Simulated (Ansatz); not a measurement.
The cell is COD entry 1010602, as deposited and not checked against the literature; nothing was relaxed. It is an old determination, and later ones may differ.

BN: DFT, PBE, PAW with Ansatz's default frozen-core files, scalar-relativistic (Ansatz 0.2.0).

```yaml
crystal:
  lattice:
    - [2.5099983704, 0.0, 0.0]
    - [-1.2549991852, 2.1737223522, 0.0]
    - [0.0, 0.0, 6.69]
  atoms:
    - { symbol: B, position: [0.0, 0.0, 0.5] }
    - { symbol: B, position: [0.3333333333, 0.6666666667, 0.0] }
    - { symbol: "N", position: [0.0, 0.0, 0.0] }
    - { symbol: "N", position: [0.6666666667, 0.3333333333, 0.5] }
kpoints:
  mp_grid: { grid: [11, 11, 4] }
  band_path:
    path:
      - [0.0, 0.0, 0.0]
      - [0.5, 0.0, 0.0]
      - [0.3333333333, 0.3333333333, 0.0]
      - [0.0, 0.0, 0.0]
      - [0.0, 0.0, 0.5]
      - [0.5, 0.0, 0.5]
      - [0.3333333333, 0.3333333333, 0.5]
      - [0.0, 0.0, 0.5]
      - [0.5, 0.0, 0.5]
    npoints: 8
scf:
  occupations: { method: fermi_dirac, width: 0.03 }
hamiltonian:
  xc: pbe
  pseudopotentials: { kind: paw }
output:
  forces: true
  stress: true
  eigenvalues: true
  efg: { contact_densities: true }
  populations: true
  bader: true
  dos: { projected: true, de: 0.2, e_range: [-14, 8] }
```

Output:

```
Engine: ansatz 0.2.0
Pseudopotentials: kind: paw
Pseudopotential: B, paw, valence charge 3, recommended cutoff 420 eV (normal)
Pseudopotential: N, paw, valence charge 5, recommended cutoff 420 eV (normal)
Functional definition: PBE
  parameter kappa = 0.804
  parameter beta = 0.06672455060314922
  exchange = pbe_x(kappa = kappa, mu = beta*pi^2/3)
  correlation = pbe_c(beta = beta)
Crystal: 4 atoms, lattice volume = 36.501 Å³
Basis set: ecut = 420 eV, 713 PW (Γ), exchange–correlation on 36×36×90 points (8 copies of the dense FFT grid, shifted against one another)
Bands: 12, of which v1, the nominal top of the filled ones, is band 8 counted from 1 (7 counted from 0)
Symmetry: 12 space group operations
Space group: P-6m2 (ITA 187), of the structure as read, at distance tolerance 3.3e-5 Å
k-points: 48 of 484 (time reversal used)
Non-local potential: B, projectors of the file, l = 0: 2, l = 1: 2, l = 2: 1
Non-local potential: N, projectors of the file, l = 0: 2, l = 1: 2, l = 2: 1
PAW form: soft (Blöchl's): semilocal exchange-correlation on the pseudo side does not see the compensation charge
PAW one-centre angular grid: B, 110 points (default); XC on 64 Gauss nodes
PAW one-centre angular grid: N, 110 points (default); XC on 64 Gauss nodes
Initial density: superposition of atomic densities (neutral atoms: chi_scale 0, normalization atom), corrected by the library's trained network
Initial wavefunctions: pseudopotential atomic-orbital guess
Functional: x = pbe(κ = 0.804, μ = 0.2195149727645171), c = pbe(β = 0.06672455060314922)
SCF iter   1: F=—  HF=-1084.813704 eV  |F-HF|=—  |Δ(HF+E_count)|=         —  Δρ=1.82e-3  dr2=4.68e-4  ethr=1.77e-3  ⟨swp⟩=6.4  Hψ=3523  notcnv=0
preconditioner: auto → none  [insulator: Δε(μ)=4.460 eV  Ē_g=15.768 eV  σ=0.030 eV  W_gap=1.00  n_scr=4 (ndim 8)  ℏωp=24.6 eV  f_vac=0.003  D(μ)=0.00/eV (n_scr^D=0)  ε∞_Penn≈3.4]
SCF iter   2: F=—  HF=-1084.814782 eV  |F-HF|=—  |Δ(HF+E_count)|=   1.08e-3  Δρ=8.57e-4  dr2=7.66e-5  ethr=2.92e-6  ⟨swp⟩=2.0  Hψ=1460  notcnv=0
SCF iter   3: F=—  HF=-1084.815059 eV  |F-HF|=—  |Δ(HF+E_count)|=   2.77e-4  Δρ=4.35e-4  dr2=1.44e-5  ethr=4.79e-7  ⟨swp⟩=2.0  Hψ=932  notcnv=0
SCF iter   4: F=—  HF=-1084.815180 eV  |F-HF|=—  |Δ(HF+E_count)|=   1.21e-4  Δρ=5.76e-5  dr2=2.87e-7  ethr=8.99e-8  ⟨swp⟩=2.1  Hψ=944  notcnv=0
iter 5 did not close the SCF: its close was put off for the readings that it lacked (scf_convergence_deferred on its scf_iter line)
SCF iter   5: F=-1084.815183 eV  HF=-1084.815183 eV  |F-HF|=3.69e-8  |Δ(HF+E_count)|=   2.62e-6  Δρ=1.12e-5  dr2=2.65e-8  ethr=1.79e-9  ⟨swp⟩=2.0  Hψ=960  notcnv=0
SCF iter   6: F=-1084.815183 eV  HF=-1084.815183 eV  |F-HF|=4.38e-9  |Δ(HF+E_count)|=   4.49e-8  Δρ=3.93e-6  dr2=3.84e-9  ethr=1.66e-10  ⟨swp⟩=2.2  Hψ=2216  notcnv=0
SCF 1 converged in 6 iterations: F = -1084.815183 eV  dr2 = 3.84e-9
  greatest PAW one-centre occupation: 0.797 electrons in one spin orbital (limit 2), on the N atom at site 2 (counted from 0), in its partial waves of l = 0
NSCF: frozen V_eff on 65 k-points
SCF converged after 6 iterations
Free energy (F): -1084.815183 eV
Harris-Foulkes:  -1084.815183 eV  (|F-HF|=4.38e-9)
Internal energy: -1084.815183 eV  (E = F + TS)
E sigma→0 (E₀):  -1084.815183 eV
Fermi energy:    6.859355 eV
--- Per-component energies (eV) ---
  E_band       = -39.690576
  E_kinetic    = 366.114291
  E_local      = -698.827093  (includes V_loc(G=0)·N_el)
  E_nonlocal   = 115.496480
  E_hartree    = 225.846131
  E_xc         = -184.243739
  E_vxc        = -228.574712  (∫ρ·V_xc dr)
  E_paw        = -413.552515  (= ΣΔE_a)
  E_vpaw       = -45.592321  (= ΣTr[D̂ρ^β])
  E_aug_tail   = 0.000199  (compensation charges beyond the density's cutoff)
  E_ewald      = -495.648937
  E_smearing   = -0.000000  (= −TS)
  E_closure    = 0.000000  (closes the sum)
  Σ components = -1084.815183   (vs F -1084.815183, Δ=0.00e0)
--- Forces (eV/Å), atoms counted from 1 ---
  atom   1  B     -0.00000000     0.00000000     0.00000000
  atom   2  B     -0.00000000     0.00000000     0.00000000
  atom   3  N      0.00000000    -0.00000000     0.00000000
  atom   4  N      0.00000000    -0.00000000     0.00000000
  max |Σ_I F_I| component: 2.11e-15 eV/Å
--- Stress (GPa, compression-positive) ---
        0.846000      -0.000000       0.000000
        0.000000       0.846000       0.000000
        0.000000       0.000000       2.601119
  P = ⅓ Tr σ = 1.4310 GPa (14.310 kbar)
--- PAW observables at the nuclei: V_zz in 10²¹ V/m², potentials from the cell's mean, atoms counted from 1 ---
  atom   1  B  V_zz =    +2.789378   η = 0.0000   by run symmetry: allowed
            electrostatic potential = -322.146740 V   contact ρ = 486.837914 e/Å³
  atom   2  B  V_zz =    +2.780205   η = 0.0000   by run symmetry: allowed
            electrostatic potential = -322.054924 V   contact ρ = 486.835620 e/Å³
  atom   3  N  V_zz =    -0.268269   η = 0.0000   by run symmetry: allowed
            electrostatic potential = -511.916286 V   contact ρ = 1411.255879 e/Å³
  atom   4  N  V_zz =    -0.396032   η = 0.0000   by run symmetry: allowed
            electrostatic potential = -512.026778 V   contact ρ = 1411.214596 e/Å³
--- Band table (eV; the first three rows and the last of 48) ---
  k-point 0: bands = ["-13.1329", "-12.8405", "-1.5186", "0.5209", "3.2472", "3.2472", "3.3488", "3.3488", "9.8208", "14.7751", "16.1400", "16.1400"]
  k-point 1: bands = ["-13.0974", "-12.8802", "-1.2698", "0.1535", "3.2477", "3.2477", "3.3485", "3.3485", "10.4995", "13.8894", "16.1463", "16.1463"]
  k-point 2: bands = ["-13.0380", "-12.9435", "-0.6558", "-0.5716", "3.2483", "3.2483", "3.3483", "3.3483", "12.1083", "12.1399", "16.1539", "16.1539"]
  k-point 47: bands = ["-9.4642", "-9.3637", "-3.4655", "-3.3755", "-2.2065", "-2.1151", "4.4596", "4.5617", "9.2791", "9.3469", "16.2066", "16.8535"]
--- Löwdin populations: 4 sites ---
  site symbol       q [e]
     0      B      2.6090
     1      B      2.6036
     2      N      5.3335
     3      N      5.3390
  spilling = 0.007180 (of n_electrons = 16.000000)
--- Bader charges: 4 sites ---
  site symbol  charge [e]  shift [e]
     0      B      2.2170     0.0005
     1      B      2.2168     0.0005
     2      N     -2.2138     0.0005
     3      N     -2.2199     0.0005
  estimated error of the sums over rays = 3.4e-4 e
```

populations.tsv:

```
# site	symbol	l	j	q
# orbitals = lowdin
# n_electrons = 16.000000
# spilling = 0.007180
0	B	0_2S	-	0.627733
0	B	1_2P	-	1.981275
1	B	0_2S	-	0.627133
1	B	1_2P	-	1.976510
2	N	0_2S	-	1.153727
2	N	1_2P	-	4.179760
3	N	0_2S	-	1.152991
3	N	1_2P	-	4.185987
```

bader_charges.tsv:

```
# site	symbol	x_ang	y_ang	z_ang	partial_charge_e	electrons	volume_ang3	relative_density_drop	shared_charge_e	partial_wave_shift_e
# quadrature_error_electrons = 3.4e-4
0	B	0.0000	0.0000	3.3450	2.21697	2.78303	2.17	-	2.21697	0.00048
1	B	0.0000	1.4491	0.0000	2.21679	2.78321	2.25	-	2.21679	0.00048
2	N	0.0000	0.0000	0.0000	-2.21381	9.21381	16.00	-	-2.21381	0.00048
3	N	1.2550	0.7246	3.3450	-2.21994	9.21994	16.09	-	-2.21994	0.00048
```
